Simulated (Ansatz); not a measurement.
# BN: how the settings move a single-point run

Question: which choices in the input matter for BN? The cell is built on a prototype (rocksalt) and needn't be the phase found in nature.

Method: reference: DFT, PBE, plane waves, PAW, in Ansatz 0.2.0.

**1. The starting structure**

Symmetry: Fm-3m, No. 225, cubic system. Conventional cell: a = 3.492 Å, b = 3.492 Å, c = 3.492 Å, α = 90.00°, β = 90.00°, γ = 90.00°. B (site symmetry m-3m) is surrounded by 6 N at 1.75 Å. N (site symmetry m-3m) has 6 B at 1.75 Å as nearest neighbours.

As a file:

```
B N
1.0
     0.00000    1.74583    1.74583
     1.74583    0.00000    1.74583
     1.74583    1.74583    0.00000
B N
1 1
Direct
  0.00000 0.00000 0.00000
  0.50000 0.50000 0.50000
```

**2. Baseline**

The input, input.yaml:

```yaml
crystal:
  lattice:
    - [0.0, 1.7458259346, 1.7458259346]
    - [1.7458259346, 0.0, 1.7458259346]
    - [1.7458259346, 1.7458259346, 0.0]
  atoms:
    - { symbol: B, position: [0.0, 0.0, 0.0] }
    - { symbol: "N", position: [0.5, 0.5, 0.5] }
kpoints:
  mp_grid: { grid: [8, 8, 8] }
hamiltonian:
  xc: pbe
scf:
  occupations: { method: fixed }
  n_extra_bands: 4
output:
  forces: true
  stress: true
  eigenvalues: true
  write_density: true
  write_potential: true
  elf: true
  volumetric_format: npy
```

Started as:

```sh
> ansatz run input.yaml --threads 4 --pin off --max-ram 3686MiB --backend cpu --events-out ev --progress --plain --runs-dir out
```

**3. Variant: ecutrho_ratio 8**

input.yaml, as its differences from that of step 2:

```diff
@@ -15,2 +15,3 @@
   n_extra_bands: 4
+  max_iter: 66
 output:
@@ -19,5 +20,3 @@
   eigenvalues: true
-  write_density: true
-  write_potential: true
-  elf: true
-  volumetric_format: npy
+basis:
+  ecutrho_ratio: 8
```

**4. Changing settings: mp_grid.grid [4, 4, 4]**

input.yaml, as its differences from that of step 2:

```diff
@@ -9,3 +9,3 @@
 kpoints:
-  mp_grid: { grid: [8, 8, 8] }
+  mp_grid: { grid: [4, 4, 4] }
 hamiltonian:
@@ -19,5 +19 @@
   eigenvalues: true
-  write_density: true
-  write_potential: true
-  elf: true
-  volumetric_format: npy
```

**5. Variant: occupations.method tetrahedron**

input.yaml, as its differences from that of step 2:

```diff
@@ -13,3 +13,3 @@
 scf:
-  occupations: { method: fixed }
+  occupations: { method: tetrahedron }
   n_extra_bands: 4
@@ -19,5 +19 @@
   eigenvalues: true
-  write_density: true
-  write_potential: true
-  elf: true
-  volumetric_format: npy
```

**6. Changing settings: xc mr2scan**

input.yaml, as its differences from that of step 2:

```diff
@@ -11,3 +11,3 @@
 hamiltonian:
-  xc: pbe
+  xc: mr2scan
 scf:
@@ -19,5 +19 @@
   eigenvalues: true
-  write_density: true
-  write_potential: true
-  elf: true
-  volumetric_format: npy
```

**7. Changed: xc lda**

input.yaml, as its differences from that of step 2:

```diff
@@ -11,3 +11,3 @@
 hamiltonian:
-  xc: pbe
+  xc: lda
 scf:
@@ -19,5 +19 @@
   eigenvalues: true
-  write_density: true
-  write_potential: true
-  elf: true
-  volumetric_format: npy
```

Before running it: what results should come out? Wanted: for each run, ending; energy change; pressure; gap; force.

**Answer**, as computed:

| run | ending | energy change | pressure (GPa) | gap (eV) | force (eV/Å) | cycles | time |
| --- | --- | --- | --- | --- | --- | --- | --- |
| reference | converged | 0 | 3.9 | 1.34 | 0.00 | 6 | 0.54 s |
| 1: ecutrho_ratio 8 | converged | 0.0 meV/atom | 3.9 | 1.34 | 0.00 | 6 | 0.34 s |
| 2: mp_grid.grid [4, 4, 4] | converged | +102.1 meV/atom | 3.7 | 1.81 | 0.00 | 6 | 0.32 s |
| 3: occupations.method tetrahedron | converged | 0.0 meV/atom (σ→0) | 3.9 | 1.34 | 0.00 | 5 | 0.33 s |
| 4: xc mr2scan | converged | not comparable | 0.0 | 1.49 | 0.00 | 6 | 0.56 s |
| 5: xc lda | converged | not comparable | -11.0 | 1.50 | 0.00 | 6 | 0.4 s |

Times don't compare one to one where runs were asked for different outputs or read a saved state (see the inputs); cycles may leave out searches for a lower state.

Residual by cycle in the longest SCF loop of each run; runs are numbered as in the table. The quantity is the density residual dr2, in eV.

```
cycle  reference    run 1    run 2    run 3    run 4    run 5
    1     0.0159   0.0159   0.0407   0.0159   0.0636  0.00489
    2    0.00145  0.00145  0.00373  0.00143  0.00233   7.1e-4
    3     4.9e-5   4.9e-5   1.0e-4   5.0e-5   6.3e-4   6.2e-5
    4     2.4e-7   2.4e-7   1.3e-7   2.4e-7   3.6e-5   7.3e-7
    5     1.8e-9   1.8e-9   9.0e-9   2.0e-9   2.1e-6   4.7e-9
    6    1.5e-11  1.4e-11  7.3e-12        -   2.0e-8  4.5e-11
```

No change moves the result by more than the table shows.
